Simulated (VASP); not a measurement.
**From VASP inputs to Ansatz: BeS (zincblende)**

INCAR

```
ISMEAR = 0
LEPSILON = .TRUE.
PREC = Accurate
SIGMA = 0.01
EDIFF = 1E-8
GGA = PE
NSW = 0
ENCUT = 520
LWAVE = .FALSE.
IBRION = -1
LCHARG = .FALSE.
NELM = 120
LASPH = .TRUE.
NBANDS = 11
LREAL = .FALSE.
ISIF = 2
```

KPOINTS

```
KPOINTS created by Atomic Simulation Environment
0
Gamma
12 12 12
0 0 0
```

POSCAR

```
Be S
 1.0000000000000000
     0.0000000000000000    2.4343062285926913    2.4343062285926913
     2.4343062285926913    0.0000000000000000    2.4343062285926913
     2.4343062285926913    2.4343062285926913    0.0000000000000000
 Be  S
   1   1
Cartesian
  0.0000000000000000  0.0000000000000000 -0.0000000000000000
  1.2171531142963457  1.2171531142963457  1.2171531142963457
```

VASP ran with the recommended PBE PAW datasets (8 valence electrons in the cell).

Task: Write an Ansatz input for this cell and level of theory.

Result: 

```yaml
crystal:
  lattice:
    - [0.0, 2.4343062286, 2.4343062286]
    - [2.4343062286, 0.0, 2.4343062286]
    - [2.4343062286, 2.4343062286, 0.0]
  atoms:
    - { symbol: Be, position: [0.0, 0.0, 0.0] }
    - { symbol: S, position: [0.25, 0.25, 0.25] }
kpoints:
  mp_grid: { grid: [8, 8, 8] }
hamiltonian:
  xc: pbe
scf:
  occupations: { method: fixed }
dielectric: {}
```

Other inputs would serve too.

```
                                                                VASP            Ansatz
                 ε∞ with local fields (xx, yy, zz)  5.27, 5.27, 5.27  5.25, 5.25, 5.25
mean Born charge by atom, in the order of the cell     1.62, -1.62 e     1.62, -1.62 e
```

The two codes use different PAW datasets and cutoffs. VASP's cell holds 8 valence electrons and Ansatz's 8. Ansatz refines its k mesh for the response by itself, so the meshes differ.
